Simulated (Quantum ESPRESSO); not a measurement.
# PbO2 under changes of volume

One of the cells (13.151 Å³/atom); the others are scaled copies at fixed shape and fractional positions:

```
Pb O
1.0
     0.00000    2.70199    2.70199
     2.70199    0.00000    2.70199
     2.70199    2.70199    0.00000
Pb O
1 2
Cartesian
  0.0000 0.0000 0.0000
  4.0530 4.0530 4.0530
  1.3510 1.3510 1.3510
```

The cell comes from a database or a generator and needn't be the stable form of this composition.

* Program: Quantum ESPRESSO 7.5
* Functional: PBEsol
* Potentials or basis: GBRV 1.5 PBEsol
* Cutoff: 612 eV
* Density cutoff: 4898 eV
* k mesh: 9 × 9 × 9
* Occupations: fermi-dirac, width 0.05 eV
* Spin: no spin polarisation

| volume (Å³/atom) | energy over the lowest point (meV/atom) | pressure (GPa) |
| --- | --- | --- |
| 12.362 | ? | ? |
| 12.625 | 0.00 | -0.5 |
| 12.888 | 3.10 | -3.5 |
| 13.151 | 10.83 | -6.2 |
| 13.414 | 22.64 | -8.5 |
| 13.677 | 38.03 | -10.5 |
| 13.940 | 56.58 | -12.3 |

What does the run at 12.362 Å³/atom give?

Energy over the lowest point 2.13 meV/atom; pressure 2.8 GPa.

Worked out: A Birch-Murnaghan fit of order 3 (a polynomial in V^(-2/3)) to the other rows has its minimum at 12.60 Å³/atom, just outside them, with B0 = V·E''(V) = 155 GPa and B' = 5.1. It gives 2.16 meV/atom at 12.362 Å³/atom, against the run's 2.13, and -dE/dV = 3.1 GPa, against 2.8.

Energies are extrapolated to zero smearing.
